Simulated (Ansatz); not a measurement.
**Te₂Pt (Moncheite) from its elements: all-electron against pseudopotential results**

```
CELL_PARAMETERS angstrom
4.08852 0.00000 0.00000
-2.04426 3.54076 0.00000
0.00000 0.00000 5.38447
ATOMIC_POSITIONS crystal
Te 0.33333 0.66667 0.25327
Te 0.66667 0.33333 0.74673
Pt 0.00000 0.00000 0.00000
```

The cell comes from a relaxation on PAW files under the same functional, begun from a database entry that needn't be the ground state.

All numbers are PBE results (scalar-relativistic) from Ansatz 0.2.0, with a Γ-centred 10×10×7 k mesh, Fermi–Dirac smearing of 0.05 eV, no spin polarisation. Methods: LAPW: all electrons, basis error target 0.5 meV/atom; PAW: frozen-core files, cutoff 420 eV.

The elements are taken as Pt fcc, Te trigonal Te, each relaxed on PAW files under the same functional and computed by the same method as the compound; zero-point and thermal terms are left out. PBE lacks dispersion, which leaves layered or molecular solids underbound, be they references or the compound itself.

Spin–orbit coupling is left out, which matters for the heavy atoms.

What is the formation energy by LAPW, and how far do the other methods lie from it?

-0.388 eV/atom; PAW -0.9 meV/atom. The compound is bound against these elements; other compounds of the system weren't compared.

Give the LAPW value for one formula unit in kJ/mol.

-0.388 eV/atom × 3 atoms × 96.485 kJ/(mol·eV) = -112.3 kJ/mol, at zero temperature and without zero-point motion.
